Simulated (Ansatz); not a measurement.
Ansatz (an electronic-structure program) input:

Ansatz 0.2 input:
```yaml
crystal:
  lattice:
    - [4.1760123094, 0.0, 0.0]
    - [0.0, 4.1760123094, 0.0]
    - [0.0, 0.0, 4.1760123094]
  atoms:
    - { symbol: Sn, position: [0.0, 0.0, 0.0] }
    - { symbol: Ba, position: [0.5, 0.5, 0.5] }
    - { symbol: O, position: [0.5, 0.0, 0.0] }
    - { symbol: O, position: [0.0, 0.5, 0.0] }
    - { symbol: O, position: [0.0, 0.0, 0.5] }
kpoints:
  mp_grid: { grid: [6, 6, 6] }
  band_path:
    path:
      - [[0.0, 0.0, 0.0], [0.0, 0.5, 0.0], [0.5, 0.5, 0.0], [0.0, 0.0, 0.0], [0.5, 0.5, 0.5], [0.0, 0.5, 0.0]]  # Γ-X-M-Γ-R-X
      - [[0.5, 0.5, 0.5], [0.5, 0.5, 0.0]]  # R-M
      - [VBM, CBM]
    npoints: 12
basis: { xc_grid: 2 }
hamiltonian:
  xc: pbe
  pseudopotentials: { kind: paw }
magnetization: { noncollinear: true, spin_orbit: true }
scf:
  n_extra_bands: 12
  convergence: { dr2_threshold: 0.0000000001 }
  occupations: { method: gaussian, width: 0.01 }
checkpoint: { write: soc.run }
output: { eigenvalues: true }
```

Output (shortened):

```
Pseudopotential: Sn, paw_fr, valence charge 14
Pseudopotential: Ba, paw_fr, valence charge 10
Pseudopotential: O, paw_fr, valence charge 6
Functional definition: PBE
non-collinear run that drives no moment, with spin-orbit …
Crystal: 5 atoms, lattice volume = 72.826 Å³
Basis set: ecut = 420 eV, 1365 PW (Γ), exchange–correlation on 60×60×60 points (8 copies of the dense FFT grid, shifted against one another)
Bands: 54, of which v1, the nominal top of the filled ones, is band 42 counted from 1 (41 counted from 0)
Symmetry: 48 space group operations + 48 with time reversal
k-points: 20 of 216
Projection manifold: j_resolved (fully-relativistic pseudo-atomic orbitals)
SCF iter   1: F=—  HF=-13687.355396 eV  |F-HF|=—  |Δ(HF+E_count)|=         —  Δρ=5.74e-2  dr2=2.77e0  dr2_m=0.00e0 (ungated)  ethr=3.10e-3  |M|=0.00e0 ∫|m|=0.00e0 μB  |m|>n=0.0e0 m-floor=0.0e0 τ_xc=0.0e0  β_m=0.30  ⟨swp⟩=10.5  Hψ=3335  notcnv=0  defer=8
preconditioner: auto → Resta (q_TF=auto, 2.489 Å⁻¹)
spin=Noncollinear: Resta preconditioning applied to the charge; magnetization (m_x, m_y, m_z) channels mix plain (no charge-response kernel on spin).
SCF iter   2: F=—  HF=-13686.902435 eV  |F-HF|=—  |Δ(HF+E_count)|=   4.53e-1  Δρ=4.13e-2  dr2=1.52e0  dr2_m=0.00e0 (ungated)  ethr=3.10e-3  |M|=0.00e0 ∫|m|=0.00e0 μB  |m|>n=0.0e0 m-floor=0.0e0 τ_xc=0.0e0  β_m=0.65  ⟨swp⟩=2.8  Hψ=732  notcnv=0  defer=118
SCF iter   3: F=—  HF=-13686.394017 eV  |F-HF|=—  |Δ(HF+E_count)|=   5.08e-1  Δρ=1.23e-2  dr2=8.79e-2  dr2_m=0.00e0 (ungated)  ethr=3.10e-3  |M|=0.00e0 ∫|m|=0.00e0 μB  |m|>n=0.0e0 m-floor=0.0e0 τ_xc=0.0e0  β_m=0.59  ⟨swp⟩=5.0  Hψ=1130  notcnv=0  defer=116
SCF iter   4: F=—  HF=-13686.374146 eV  |F-HF|=—  |Δ(HF+E_count)|=   1.99e-2  Δρ=3.26e-3  dr2=5.46e-3  dr2_m=0.00e0 (ungated)  ethr=2.09e-4  |M|=0.00e0 ∫|m|=0.00e0 μB  |m|>n=0.0e0 m-floor=0.0e0 τ_xc=0.0e0  β_m=0.78  ⟨swp⟩=3.5  Hψ=923  notcnv=0  defer=120
SCF iter   5: F=—  HF=-13686.375858 eV  |F-HF|=—  |Δ(HF+E_count)|=   1.71e-3  Δρ=5.61e-4  dr2=1.79e-4  dr2_m=0.00e0 (ungated)  ethr=1.30e-5  |M|=0.00e0 ∫|m|=0.00e0 μB  |m|>n=0.0e0 m-floor=0.0e0 τ_xc=0.0e0  β_m=0.89  ⟨swp⟩=3.5  Hψ=838  notcnv=0  defer=120
SCF iter   6: F=—  HF=-13686.375970 eV  |F-HF|=—  |Δ(HF+E_count)|=   1.13e-4  Δρ=7.37e-5  dr2=2.58e-6  dr2_m=0.00e0 (ungated)  ethr=4.25e-7  |M|=0.00e0 ∫|m|=0.00e0 μB  |m|>n=0.0e0 m-floor=0.0e0 τ_xc=0.0e0  β_m=0.95  ⟨swp⟩=2.0  Hψ=865  notcnv=0  defer=120
SCF iter   7: F=—  HF=-13686.375978 eV  |F-HF|=—  |Δ(HF+E_count)|=   7.77e-6  Δρ=1.45e-5  dr2=1.12e-7  dr2_m=0.00e0 (ungated)  ethr=6.15e-9  |M|=0.00e0 ∫|m|=0.00e0 μB  |m|>n=0.0e0 m-floor=0.0e0 τ_xc=0.0e0  β_m=0.93  ⟨swp⟩=2.0  Hψ=923  notcnv=0  defer=120
SCF iter   8: F=—  HF=-13686.375978 eV  |F-HF|=—  |Δ(HF+E_count)|=   7.25e-8  Δρ=4.48e-6  dr2=1.83e-8  dr2_m=0.00e0 (ungated)  ethr=2.68e-10  |M|=0.00e0 ∫|m|=0.00e0 μB  |m|>n=0.0e0 m-floor=0.0e0 τ_xc=0.0e0  β_m=0.94  ⟨swp⟩=2.0  Hψ=865  notcnv=0  defer=120
SCF iter  10: F=-13686.375978 eV  HF=-13686.375978 eV  |F-HF|=1.82e-11  |Δ(HF+E_count)|=  7.24e-10  Δρ=1.52e-7  dr2=1.55e-11  dr2_m=0.00e0 (ungated)  ethr=1.00e-12  |M|=0.00e0 ∫|m|=0.00e0 μB  |m|>n=0.0e0 m-floor=0.0e0 τ_xc=0.0e0  ⟨swp⟩=15.5  Hψ=2868  notcnv=0
SCF 1 converged in 10 iterations: F = -13686.375978 eV  dr2 = 1.55e-11
NSCF: frozen V_eff on 20 k-points
NSCF: frozen V_eff on 20 k-points
NSCF: frozen V_eff on 20 k-points
NSCF: frozen V_eff on 12 k-points
NSCF: frozen V_eff on 6 k-points
NSCF: frozen V_eff on 6 k-points
NSCF: frozen V_eff on 6 k-points
NSCF: frozen V_eff on 6 k-points
NSCF: frozen V_eff on 3 k-points
NSCF: frozen V_eff on 3 k-points
NSCF: frozen V_eff on 87 k-points
SCF converged after 10 iterations
Magnetization: |M| = 0.0000 μB,  M = (+0.0000, +0.0000, +0.0000) μB
Absolute magnetization: 0.0000 μB (∫|m|)
  site 0: m = (+0.0000, +0.0000, +0.0000) μB, |m| = 0.0000 μB  (R = 0.86 Å)
  site 1: m = (+0.0000, +0.0000, +0.0000) μB, |m| = 0.0000 μB  (R = 1.22 Å)
  site 2: m = (+0.0000, +0.0000, +0.0000) μB, |m| = 0.0000 μB  (R = 0.86 Å)
  site 3: m = (+0.0000, +0.0000, +0.0000) μB, |m| = 0.0000 μB  (R = 0.86 Å)
  site 4: m = (+0.0000, +0.0000, +0.0000) μB, |m| = 0.0000 μB  (R = 0.86 Å)
Free energy (F): -13686.375978 eV
Harris-Foulkes:  -13686.375978 eV  (|F-HF|=1.82e-11)
Internal energy: -13686.375978 eV  (E = F + TS)
E sigma→0 (E₀):  -13686.375978 eV
Fermi energy:    9.907865 eV
--- Per-component energies (eV) ---
  E_band       = -42.473170
  E_kinetic    = 885.065220
  E_local      = -2115.034974  (includes V_loc(G=0)·N_el)
  E_nonlocal   = 171.840270
  E_hartree    = 1023.079514
  E_xc         = -771.478949
  E_vxc        = -514.292657  (∫ρ·V_xc dr)
  E_paw        = -9854.605908  (= ΣΔE_a)
  E_vpaw       = -516.217420  (= ΣTr[D̂ρ^β])
  E_aug_tail   = 0.007411  (compensation charges beyond the density's cutoff)
  E_ewald      = -3025.248561
  E_smearing   =  0.000000  (= −TS)
  E_closure    =  0.000000  (closes the sum)
  Σ components = -13686.375978   (vs F -13686.375978, Δ=0.00e0)
  [band-id]    e_kinetic+e_local+e_nonlocal+2·e_hartree+e_vxc+e_vpaw+e_augmentation_tail = -42.473122   (vs E_band -42.473170, Δ=4.82e-5)
--- Band table (eV; the first three rows and the last of 20) ---
  k-point 0: bands = ["-15.2686", "-15.2686", "-11.2432", "-11.2432", "-11.2432", "-11.2432", "-10.2108", "-10.2108", "-10.2108", "-10.2108", "-9.8606", "-9.8606", "-7.8428", "-7.8428", "-5.1995", "-5.1995", "-5.1995", "-5.1995", "-1.8610", "-1.8610", …
  k-point 1: bands = ["-15.2523", "-15.2523", "-11.2430", "-11.2430", "-11.2020", "-11.2020", "-10.2114", "-10.2114", "-10.1916", "-10.1916", "-9.8633", "-9.8633", "-7.7970", "-7.7970", "-5.5135", "-5.5135", "-5.1946", "-5.1946", "-1.8127", "-1.8127", …
  k-point 2: bands = ["-15.2194", "-15.2194", "-11.2427", "-11.2427", "-11.1236", "-11.1236", "-10.2127", "-10.2127", "-10.1461", "-10.1461", "-9.8687", "-9.8687", "-7.6054", "-7.6054", "-6.2122", "-6.2122", "-5.1848", "-5.1848", "-1.7291", "-1.7291", …
  k-point 19: bands = ["-15.1153", "-15.1153", "-10.9960", "-10.9960", "-10.9960", "-10.9960", "-10.0010", "-10.0010", "-10.0010", "-10.0010", "-9.8958", "-9.8958", "-6.7707", "-6.7707", "-6.7302", "-6.7302", "-6.7302", "-6.7302", "-2.1540", "-2.1540", …
```

Cost: roughly 80 core-seconds on shared cores.

Space group Pm-3m (cubic perovskite). The cell was relaxed with PBE under the symmetry of its start. At this level the phase is dynamically unstable (imaginary phonons).

Potentials: the later of the program's two PAW sets.

Ansatz is a plane-wave DFT program.
